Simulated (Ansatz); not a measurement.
The system is CdSe.

```
Cd Se
1.0
     0.00000    3.07027    3.07027
     3.07027    0.00000    3.07027
     3.07027    3.07027    0.00000
Cd Se
1 1
Direct
  0.00000 0.00000 0.00000
  0.25000 0.25000 0.25000
```

Measurements of this composition are mostly on another form, of space group No. 186.

Base run:

| Property | Result |
| --- | --- |
| Program | Ansatz 0.2.0 |
| Functional | PBE |
| Potentials or basis | all-electron LAPW, scalar-relativistic |
| Cutoff | 233 eV (chosen from the basis error) |
| Basis error allowed | 0.003 eV/atom |
| k mesh | 6 × 6 × 6 |
| Occupations | fermi-dirac, width 0.03 eV |
| Spin | no spin polarisation |

Its results: band gap on the k mesh 0.55 eV, direct; pressure 1.3 GPa.

Q: The run is repeated on the same cell with these changes: k mesh from 6 × 6 × 6 to 3 × 3 × 3; occupations from fermi-dirac, width 0.03 eV to fermi-dirac, width 0.04 eV. What comes out?

A: Band gap on the k mesh 0.50 eV, direct; pressure 2.1 GPa.

Caveats: some runs use coarse meshes.

